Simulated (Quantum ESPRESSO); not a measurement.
# TaN (Fm-3m) in Quantum ESPRESSO: a series of runs, part 3 of 3

Quantum ESPRESSO 7.5. Earlier steps stand in the parts before.

## (4) Hubbard U by linear response, LDA+U

File pw.in:

```
&CONTROL
  calculation = 'scf'
  prefix = 'pwscf'
  outdir = './tmp'
  pseudo_dir = './pseudo'
  tprnfor = .true.
  tstress = .true.
  disk_io = 'low'
/
&SYSTEM
  ibrav = 0
  nat = 2
  ntyp = 2
  ecutwfc = 40
  ecutrho = 240
  nbnd = 18
  occupations = 'smearing'
  smearing = 'gaussian'
  degauss = 0.00999582
/
&ELECTRONS
  conv_thr = 4d-10
  electron_maxstep = 120
  mixing_beta = 0.3
/
ATOMIC_SPECIES
Ta   180.9479 Ta.LDA_PW-JTH.UPF
N     14.0070 N.LDA_PW-JTH.UPF
CELL_PARAMETERS angstrom
   0.0000000000    2.2113230000    2.2113230000
   2.2113230000    0.0000000000    2.2113230000
   2.2113230000    2.2113230000    0.0000000000
ATOMIC_POSITIONS crystal
Ta     0.5000000000    0.5000000000    0.5000000000
N      0.0000000000    0.0000000000    0.0000000000
K_POINTS automatic
8 8 8 0 0 0
HUBBARD {ortho-atomic}
U Ta-5d 3.0
```

File scf2.in:

```
&CONTROL
  calculation = 'scf'
  prefix = 'pwscf'
  outdir = './tmp'
  pseudo_dir = './pseudo'
  tprnfor = .true.
  tstress = .true.
  disk_io = 'low'
/
&SYSTEM
  ibrav = 0
  nat = 2
  ntyp = 2
  ecutwfc = 40
  ecutrho = 240
  nbnd = 18
  occupations = 'smearing'
  smearing = 'gaussian'
  degauss = 0.00999582
/
&ELECTRONS
  conv_thr = 1d-13
  electron_maxstep = 120
  mixing_beta = 0.3
  startingpot = 'file'
  startingwfc = 'file'
/
ATOMIC_SPECIES
Ta   180.9479 Ta.LDA_PW-JTH.UPF
N     14.0070 N.LDA_PW-JTH.UPF
CELL_PARAMETERS angstrom
   0.0000000000    2.2113230000    2.2113230000
   2.2113230000    0.0000000000    2.2113230000
   2.2113230000    2.2113230000    0.0000000000
ATOMIC_POSITIONS crystal
Ta     0.5000000000    0.5000000000    0.5000000000
N      0.0000000000    0.0000000000    0.0000000000
K_POINTS automatic
8 8 8 0 0 0
HUBBARD {ortho-atomic}
U Ta-5d 3.0
```

File hp.in:

```
&INPUTHP
  prefix = 'pwscf'
  outdir = './tmp'
  nq1 = 2
  nq2 = 2
  nq3 = 2
  conv_thr_chi = 1d-06
  niter_max = 80
  iverbosity = 1
  alpha_mix(1) = 0.15
/
```

Potentials or basis: JTH 2.0 LDA.

The run is started by

```
OMP_NUM_THREADS=1 pw.x -in pw.in > pw.out
OMP_NUM_THREADS=1 pw.x -in scf2.in > scf2.out
OMP_NUM_THREADS=1 hp.x -in hp.in > hp.out
```

pw.out:

```text
This program is part of the open-source Quantum ESPRESSO suite
     for quantum simulation of materials; please cite
         "P. Giannozzi et al., J. Phys.:Condens. Matter 21 395502 (2009);
         "P. Giannozzi et al., J. Phys.:Condens. Matter 29 465901 (2017);
         "P. Giannozzi et al., J. Chem. Phys. 152 154105 (2020);
     in publications or presentations arising from this work. More details at

     file Ta.LDA_PW-JTH.UPF: wavefunction(s)  5S 6S 5P 6P 5D 0D renormalized
     file N.LDA_PW-JTH.UPF: wavefunction(s)  0S 0P renormalized
     Message from routine setup:
     using ibrav=0 with symmetry is DISCOURAGED, use correct ibrav instead

     G-vector sticks info
     --------------------
     sticks:   dense  smooth     PW     G-vecs:    dense   smooth      PW
     Sum         583     379    121                 9257     5029     941

     Using Slab Decomposition

     bravais-lattice index     =            0
     lattice parameter (alat)  =       5.9097  a.u.
     unit-cell volume          =     145.9430 (a.u.)^3
     number of atoms/cell      =            2
     number of atomic types    =            2
     number of electrons       =        18.00
     number of Kohn-Sham states=           18
     kinetic-energy cutoff     =      40.0000  Ry
     charge density cutoff     =     240.0000  Ry
     scf convergence threshold =      4.0E-10
     mixing beta               =       0.3000
     number of iterations used =            8  plain     mixing
     Exchange-correlation= SLA PW NOGX NOGC
                           (   1   4   0   0   0   0   0)
     Hubbard projectors: ortho-atomic
     Hubbard parameters of DFT+U (Dudarev formulation) in eV:
     U(Ta-5d) =  3.0000

     Internal variables: lda_plus_u =T, lda_plus_u_kind = 0

     Internal variables: orbital_resolved =F, hub_pot_fix =F, apply_U = F

     celldm(1)=   5.909708  celldm(2)=   0.000000  celldm(3)=   0.000000
     celldm(4)=   0.000000  celldm(5)=   0.000000  celldm(6)=   0.000000

     crystal axes: (cart. coord. in units of alat)
               a(1) = (   0.000000   0.707107   0.707107 )
               a(2) = (   0.707107   0.000000   0.707107 )
               a(3) = (   0.707107   0.707107   0.000000 )

     reciprocal axes: (cart. coord. in units 2 pi/alat)
               b(1) = ( -0.707107  0.707107  0.707107 )
               b(2) = (  0.707107 -0.707107  0.707107 )
               b(3) = (  0.707107  0.707107 -0.707107 )

     PseudoPot. # 1 for Ta read from file:
     Ta.LDA_PW-JTH.UPF
     Pseudo is Projector augmented-wave + core cor, Zval = 13.0
     Generated using ATOMPAW code
     Shape of augmentation charge: SINC**2
     Using radial grid of 1120 points,  6 beta functions with:
                l(1) =   0
                l(2) =   0
                l(3) =   1
                l(4) =   1
                l(5) =   2
                l(6) =   2
     Q(r) pseudized with 0 coefficients

     PseudoPot. # 2 for N  read from file:
     N.LDA_PW-JTH.UPF
     Pseudo is Projector augmented-wave + core cor, Zval =  5.0
     Generated using ATOMPAW code
     Shape of augmentation charge: SINC**2
     Using radial grid of  933 points,  4 beta functions with:
                l(1) =   0
                l(2) =   0
                l(3) =   1
                l(4) =   1
     Q(r) pseudized with 0 coefficients

     atomic species   valence    mass     pseudopotential
     Ta               13.00   180.94790     Ta( 1.00)
     N                 5.00    14.00700     N ( 1.00)

     48 Sym. Ops., with inversion, found

   Cartesian axes

     site n.     atom                  positions (alat units)
         1        Ta     tau(   1) = (   0.7071068   0.7071068   0.7071068  )
         2        N      tau(   2) = (   0.0000000   0.0000000   0.0000000  )

     number of k points=    29  Gaussian smearing, width (Ry)=  0.0100
                       cart. coord. in units 2pi/alat
        k(    1) = (   0.0000000   0.0000000   0.0000000), wk =   0.0039062
        k(    2) = (   0.0883883   0.0883883  -0.0883883), wk =   0.0312500
        k(    3) = (   0.1767767   0.1767767  -0.1767767), wk =   0.0312500
        k(    4) = (   0.2651650   0.2651650  -0.2651650), wk =   0.0312500
        k(    5) = (  -0.3535534  -0.3535534   0.3535534), wk =   0.0156250
        k(    6) = (   0.1767767   0.0000000   0.0000000), wk =   0.0234375
[... 21 lines left out ...]
        k(   28) = (  -0.7071068   0.1767767  -0.0000000), wk =   0.0468750
        k(   29) = (  -0.7071068   0.3535534   0.0000000), wk =   0.0234375

     Dense  grid:     9257 G-vectors     FFT dimensions: (  30,  30,  30)

     Smooth grid:     5029 G-vectors     FFT dimensions: (  24,  24,  24)

     Check: negative core charge=   -0.000008

     Initial potential from superposition of free atoms

     starting charge      17.9993, renormalised to      18.0000

     STARTING HUBBARD OCCUPATIONS:

     =================== HUBBARD OCCUPATIONS ===================
     ------------------------ ATOM    1 ------------------------
     Tr[ns(  1)] =   3.00000
     eigenvalues:
       0.300  0.300  0.300  0.300  0.300
     eigenvectors (columns):
       1.000  0.000  0.000  0.000  0.000
       0.000  1.000  0.000  0.000  0.000
       0.000  0.000  1.000  0.000  0.000
       0.000  0.000  0.000  1.000  0.000
       0.000  0.000  0.000  0.000  1.000
     occupation matrix ns (before diag.):
       0.300  0.000  0.000  0.000  0.000
       0.000  0.300  0.000  0.000  0.000
       0.000  0.000  0.300  0.000  0.000
       0.000  0.000  0.000  0.300  0.000
       0.000  0.000  0.000  0.000  0.300

     Number of occupied Hubbard levels =    3.0000

     Atomic wfc used for Hubbard projectors are orthogonalized

     Starting wfcs are   26 randomized atomic wfcs

     Self-consistent Calculation

     iteration #  1     ecut=    40.00 Ry     beta= 0.30
     Davidson diagonalization with overlap
     ethr =  1.00E-02,  avg # of iterations =  5.2

     =================== HUBBARD OCCUPATIONS ===================
     ------------------------ ATOM    1 ------------------------
     Tr[ns(  1)] =   2.83859
     eigenvalues:
       0.200  0.200  0.340  0.340  0.340
     eigenvectors (columns):
      -0.657  0.754  0.000 -0.000 -0.000
      -0.000 -0.000 -0.278 -0.354  0.893
      -0.000 -0.000 -0.607 -0.655 -0.449
       0.754  0.657 -0.000  0.000  0.000
       0.000  0.000  0.744 -0.667 -0.033
     occupation matrix ns (before diag.):
       0.200 -0.000 -0.000  0.000  0.000
      -0.000  0.340 -0.000  0.000  0.000
      -0.000 -0.000  0.340  0.000  0.000
       0.000  0.000  0.000  0.200 -0.000
       0.000  0.000  0.000 -0.000  0.340
[... 59 lines left out ...]
     total energy              =    -736.12050129 Ry
     estimated scf accuracy    <          8.1E-10 Ry

     iteration # 10     ecut=    40.00 Ry     beta= 0.30
     Davidson diagonalization with overlap
     ethr =  4.51E-12,  avg # of iterations =  1.2

     End of self-consistent calculation

     =================== HUBBARD OCCUPATIONS ===================
     ------------------------ ATOM    1 ------------------------
     Tr[ns(  1)] =   3.30996
     eigenvalues:
       0.255  0.255  0.382  0.382  0.382
     eigenvectors (columns):
      -0.592 -0.806  0.000 -0.000  0.000
      -0.000  0.000 -0.285 -0.485 -0.827
      -0.000 -0.000 -0.588 -0.593  0.550
       0.806 -0.592 -0.000  0.000 -0.000
       0.000  0.000  0.757 -0.643  0.116
     occupation matrix ns (before diag.):
       0.255 -0.000 -0.000  0.000  0.000
      -0.000  0.382 -0.000  0.000  0.000
      -0.000 -0.000  0.382  0.000  0.000
       0.000  0.000  0.000  0.255 -0.000
       0.000  0.000  0.000 -0.000  0.382
[... 117 lines left out ...]
          k = 0.0000-0.5303 0.5303 (   626 PWs)   bands (ev):

   -48.9591 -15.7835 -15.6621 -15.4211   4.3500  13.2567  14.0794  14.8353
    18.6949  23.3070  23.3781  25.4178  25.8676  28.7861  30.9036  33.4824
    36.5585  40.1720

          k =-0.7071 0.0000 0.0000 (   636 PWs)   bands (ev):

   -48.9574 -15.9030 -15.4899 -15.4899   3.8007  14.1859  15.5827  16.2223
    16.2223  23.2167  24.3031  24.3031  25.3736  27.1765  29.5712  36.7104
    36.7104  40.0285

          k = 0.3536 0.1768 0.0000 (   618 PWs)   bands (ev):

   -48.9902 -15.6886 -15.4058 -15.3010   3.9664  12.5675  14.6470  14.9754
    18.7188  22.1201  22.5684  23.0114  25.1565  28.1772  33.3952  34.2965
    38.2770  39.0321
[... 25 lines left out ...]
          k = 0.0000-0.3536 0.5303 (   629 PWs)   bands (ev):

   -48.9618 -15.7654 -15.6463 -15.3940   4.6057  12.4850  14.1412  14.1580
    20.8753  21.1628  23.6022  24.6263  26.9890  30.4819  30.9049  32.4920
    36.0872  40.2449

          k =-0.7071 0.1768-0.0000 (   632 PWs)   bands (ev):

   -48.9572 -15.8404 -15.5498 -15.4968   4.0837  14.1247  14.6241  14.7427
    18.0291  23.2371  24.1352  24.3079  25.7584  28.1091  30.3752  35.0656
    36.4871  40.6505

          k =-0.7071 0.3536 0.0000 (   616 PWs)   bands (ev):

   -48.9529 -15.6953 -15.6953 -15.5009   4.4005  13.5520  14.1359  14.1359
    20.7064  20.7064  24.3118  24.9876  25.2131  30.4492  32.4665  32.4665
    35.5466  40.5731

     the Fermi energy is    20.9523 ev

!    total energy              =    -736.12050129 Ry
     total all-electron energy =      -736.120501 Ry
     estimated scf accuracy    <          3.6E-11 Ry
     smearing contrib. (-TS)   =      -0.00055319 Ry
     internal energy E=F+TS    =    -736.11994810 Ry

     The total energy is F=E-TS. E is the sum of the following terms:
     one-electron contribution =      -2.28363773 Ry
     hartree contribution      =      16.17566211 Ry
     xc contribution           =     -32.82215880 Ry
     ewald contribution        =    -123.37630301 Ry
     Hubbard energy            =       0.23984848 Ry
     one-center paw contrib.   =    -594.05335916 Ry

     convergence has been achieved in  10 iterations

     Forces acting on atoms (cartesian axes, Ry/au):

     atom    1 type  1   force =    -0.00000000   -0.00000000    0.00000000
     atom    2 type  2   force =     0.00000000    0.00000000   -0.00000000

     Total force =     0.000000     Total SCF correction =     0.000000

     Computing stress (Cartesian axis) and pressure

          total   stress  (Ry/bohr**3)                   (kbar)     P=     -219.29
  -0.00149068  -0.00000000  -0.00000000         -219.29       -0.00       -0.00
   0.00000000  -0.00149068   0.00000000            0.00     -219.29        0.00
  -0.00000000   0.00000000  -0.00149068           -0.00        0.00     -219.29

=------------------------------------------------------------------------------=
   JOB DONE.
=------------------------------------------------------------------------------=
```

Wall time 1.7 min (1 thread of Arm Neoverse V1, shared host); peak memory 0.1 GiB.

Results:

- Free energy: -10015.4296 eV
- Band gap on the k mesh: none (metal or under the smearing width)
- Hubbard U from linear response: 3.27 eV

Levels at points of the mesh, in eV from the Fermi level:
```tsv
k point	band 7	band 8	band 9	band 10	band 11	band 12
(0.00, 0.00, 0.00)	-3.89	-3.89	-2.15	-2.15	-2.15	0.35
(0.00, 0.00, -0.50)	-7.45	-7.45	1.78	1.78	1.86	3.57
(0.00, -0.50, -0.50)	-5.37	-4.73	-4.73	2.26	3.35	3.35
```

Eigenvalues of the final occupation matrices:
```csv
site,spin,trace,eigenvalues
Ta 1 5d,each,1.66,0.25 0.25 0.38 0.38 0.38
```

Hubbard U from linear response:
```csv
site,manifold,U (eV)
1,Ta-5d,3.27
```
On the first site the bare response is -0.776 and the screened one -0.212 eV⁻¹.

Caveat: the cutoff is too short for stress, so the log's stress isn't used; the cutoff is low for these files, which shifts pressure and relaxed volume; on PAW files with symmetry the computed U can be off by some tenths of an eV for atoms off the origin; U without spin polarisation on a metal has little footing. Spin-orbit coupling is left out, which matters for the levels of Ta.

## (5) Summary

| task | level | U | cell | k mesh | smearing | mixing beta | q mesh | k mesh for the Wannier functions | projections | start of the occupations | gap on the mesh (eV) |
| --- | --- | --- | --- | --- | --- | --- | --- | --- | --- | --- | --- |
| phonon dispersion | LDA | - | relaxed | 10 × 10 × 10 | methfessel-paxton 0.2 eV | 0.5 | 2 × 2 × 2 | - | - | - | none |
| Wannier functions | LDA | - | as given | 8 × 8 × 8 | fermi-dirac 0.05 eV | 0.5 | - | 6 × 6 × 6 | Ta spd, N sp | - | none |
| Hubbard U by linear response | LDA+U | Ta d U = 3 eV | as given | 8 × 8 × 8 | gaussian 0.136 eV | 0.3 | 2 × 2 × 2 | - | - | default | none |

Alike in all rows: potentials or basis JTH 2.0 LDA; no spin polarisation; cutoff (eV) 544.

Caveats: the cutoff is low for these files, which shifts pressure and relaxed volume; some modes are imaginary (some runs); spin-orbit coupling is left out, which moves the levels of the heavy elements (some runs); on PAW files with symmetry the computed U can be off by some tenths of an eV for atoms off the origin (some runs); U without spin polarisation on a metal has little footing (some runs).

Total energies depend on the potentials used, so only differences within one code and one set of settings carry meaning.
